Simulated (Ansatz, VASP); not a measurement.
**Au in VASP and in Ansatz**

```
CELL_PARAMETERS angstrom
1.51276 2.62017 0.00000
-1.51276 2.62017 0.00000
0.00000 0.00000 4.88567
ATOMIC_POSITIONS crystal
Au 0.33333 0.33334 0.25000
Au 0.66666 0.66667 0.75000
```

The cell was built by a generator and needn't be a form met in nature.

Alike in both runs: task single point; functional PBE; k mesh 13 × 13 × 7; no spin polarisation.

|  | VASP | Ansatz |
| --- | --- | --- |
| version | VASP 6.6.1 | Ansatz 0.2.0 |
| potentials or method | VASP PAW PBE potentials, release 64 (Au) | PAW plane waves |
| plane-wave cutoff (eV) | 520 | 420 |
| occupations | methfessel-paxton of order 1, width 0.09 eV | cold, width 0.09 eV |
| valence electrons in the cell | 22 | 38 |

Ansatz gave:

* pressure (GPa): -8.3
* largest component of the traceless stress (GPa): 1.92

Which values does VASP return?

Pressure (GPa): -8.5; largest component of the traceless stress (GPa): 1.97.

The two sets of potentials don't hold the same shells in valence. Ansatz warned: «structure_snapped_to_symmetry».

Spin-orbit coupling is left out, which matters for the levels of Au.
